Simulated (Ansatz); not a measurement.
GaN, DFT, PBEsol, all-electron PAW with datasets made for the crystal, scalar-relativistic (Ansatz 0.2.0), run on 1 thread of Arm Neoverse V2 on a shared host.

The cell comes from COD entry 1536825, which wasn't checked; take it as a given geometry. The listed cell was then made from it by scaling, straining or moving an atom.

Command: `ansatz run input.yaml --threads 1 --pin off --max-ram 3072MiB --backend cpu --events-out ev --progress --plain --runs-dir out`

```yaml
crystal:
  lattice:
    - [0.0, 1.9655710232, 1.9655710232]
    - [1.9655710232, 0.0, 1.9655710232]
    - [1.9655710232, 1.9655710232, 0.0]
  atoms:
    - { symbol: Ga, position: [0.5, 0.5, 0.5] }
    - { symbol: "N", position: [0.0, 0.0, 0.0] }
kpoints:
  mp_grid: { grid: [13, 13, 13] }
scf:
  occupations: { method: fermi_dirac, width: 0.02 }
hamiltonian:
  xc: pbesol
  pseudopotentials: { kind: all_electron, datasets: crystal }
output:
  forces: true
  stress: true
  eigenvalues: true
  efg: { contact_densities: true }
```

Task: How large is the problem that the program sets up?

Result: 84 irreducible k-points, 339 plane waves at Γ, 13 bands.

Task: Estimate the wall time and the peak memory.

Result: 7.4 s of wall time for 8 SCF iterations, with a peak of 0.49 GiB. Times on shared machines scatter by tens of per cent.
